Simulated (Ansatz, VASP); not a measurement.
## One calculation of Ti, two programs

The input INCAR:

```
SYSTEM = Ti
ALGO = Normal
EDIFF = 1E-7
ENCUT = 520
GGA = RP
ISIF = 2
ISMEAR = -1
LASPH = .True.
LCHARG = .False.
LREAL = .False.
LWAVE = .False.
NBANDS = 12
NELM = 80
PREC = Accurate
SIGMA = 0.1
```

The input KPOINTS:

```
k-points
0
Gamma
  13 13 13
  0 0 0
```

POSCAR

```
Ti
1.0
    2.5660356555      0.0000000000      0.0000000000
    0.0000000000      2.5660356555      0.0000000000
    0.0000000000      0.0000000000      2.5660356555
Ti
1
Direct
    0.0000000000      0.0000000000      0.0000000000
```

Input for Ansatz:

```yaml
crystal:
  lattice:
    - [2.5660356555, 0.0, 0.0]
    - [0.0, 2.5660356555, 0.0]
    - [0.0, 0.0, 2.5660356555]
  atoms:
    - { symbol: Ti, position: [0.0, 0.0, 0.0] }
hamiltonian:
  xc: rpbe
  pseudopotentials:
    kind: paw
    azcp:
      Ti: "pseudopotentials/Ti.paw.azcp"
basis:
  ecutwfc: 420
  fft_grid_basis: typed
kpoints:
  mp_grid: { grid: [13, 13, 13], shift: [0, 0, 0] }
magnetization:
  spin_polarized: false
scf:
  occupations: { method: fermi_dirac, width: 0.1 }
  lower_state_search: "off"
output:
  stress: true
```

Alike in both runs: task single point; functional RPBE; k mesh 13 × 13 × 13; occupations fermi-dirac, width 0.1 eV; no spin polarisation.

```csv
,VASP,Ansatz
version,VASP 6.6.1,Ansatz 0.2.0
potentials or method,"VASP PAW PBE potentials, release 64 (Ti_sv)","plane waves (420 eV) with PAW, scalar-relativistic"
plane-wave cutoff (eV),520,420
valence electrons in the cell,12,12
```

|  | VASP | Ansatz | Ansatz less VASP |
| --- | --- | --- | --- |
| pressure (GPa) | 11.2 | 11.4 | +0.16 |

The functional is the same, so the differences come from potentials, cutoffs and numerics.

Caveats: the PAW data sets were made with another functional, which shifts forces and pressure a little (VASP).
